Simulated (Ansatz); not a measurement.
# Absorbers for cryogenic calorimeters

A short materials screen. A cold calorimeter or bolometer resolves small energies when its absorber holds little heat, and in an insulator that falls as (T/Θ)³.

The reference row is Si. A cube of 10 mm edge at 0.3 K; all rows have a gap at this level.

**Data**

Methods, by column (Ansatz, a plane-wave PAW program): Debye temperature: r²SCAN, elastic tensor, Hill average; volume per atom, density: r²SCAN, relaxed cell.

Definitions used: C per volume = 1944 J/(K·mol)(T/Θ)³/(0.6022 V) = 3228 (T/Θ)³/V; thermodynamic noise = √(k_B T² C_total); relative noise = noise/noise_ref.

```csv
crystal,Debye temperature (K),V (Å³/atom),density (g/cm³),C (J/K per cm³),noise (eV),noise (relative)
KF (rock salt),332,18.80,2.57,1.267e-7,2477,2.9
CdF2 (fluorite),331,13.04,6.39,1.843e-7,2987,3.5
"Si (diamond type), reference",659,20.17,2.31,1.510e-8,855.0,1.00
SrCl2 (fluorite),241,28.52,3.08,2.183e-7,3251,3.8
BaF2 (fluorite),282,19.81,4.90,1.962e-7,3082,3.6
MgF2 (rutile),622,10.85,3.18,3.338e-8,1271,1.49
PbF2 (fluorite),230,17.30,7.84,4.141e-7,4478,5.2
LiF (rock salt),760,7.94,2.71,2.501e-8,1100,1.29
```

Runs started from generated or typed cells of the structure named: Si; PbF2. Spin–orbit coupling is left out unless named.

**Worked example**

Worked for CdF2:

1. C = 3228 × (0.3/331)³/13.04 = 1.843e-7 J/K per cm³
2. noise: 0.3 × √(1.3806×10⁻²³ × 1.843e-7 × 1.00)/1.602×10⁻¹⁹ = 2987 eV
3. relative noise: 2987/855.0 = 3.5

**Result**

Ranking by relative noise, lowest first: Si (1.00 ± 0.060), LiF (1.29 ± 0.077), MgF2 (1.49 ± 0.090), KF (2.9 ± 0.17), CdF2 (3.5 ± 0.21) ≈ BaF2 (3.6 ± 0.22) ≈ SrCl2 (3.8 ± 0.23), PbF2 (5.2 ± 0.32). The ± follows from allowances picked for this note (Debye temperature 4 %, volume per atom 1 %), carried to first order and added in quadrature, each row's own inputs moving alone; ≈ joins neighbours closer than their two ± added in quadrature. 0 of the 7 others clearly beat the reference on this figure.

Debye temperature falls with density in these rows (rank correlation −0.69 over 8 rows). The usual reason: dense absorbers stop radiation well, but heavy atoms slow sound and lower Θ.

**Caveats**

Θ comes from averaged elastic constants. Free carriers, two-level defects, nuclear spins and metal films add heat capacity that the Debye law lacks. Where several phases of a formula are at hand, those over 0.1 eV/atom above the lowest were not drawn (by r²SCAN where it compared them, else by the largest value; a layered or molecular lowest phase counts only with a dispersion term); other phases could lie lower still. The rows are a sample and no shortlist: familiar crystals first, some related and some not, whatever their agreement with measurement; tables with many equal figures were not kept. Limits of the draw: gap over 1 eV but for Si, Ge and GaAs, no magnets; for moduli and speeds, an anisotropy index under 2.5, no layered crystals; no unfamiliar magnets, and cubic perovskites only if shown or known to be stable. As a rule kept out of such tables: 4f compounds, open-shell compounds run without a Hubbard term, cells found unstable in the tests at hand, cells close to a higher symmetry, and runs set to a pressure or over 12 % in volume from the crystal's fullest run.
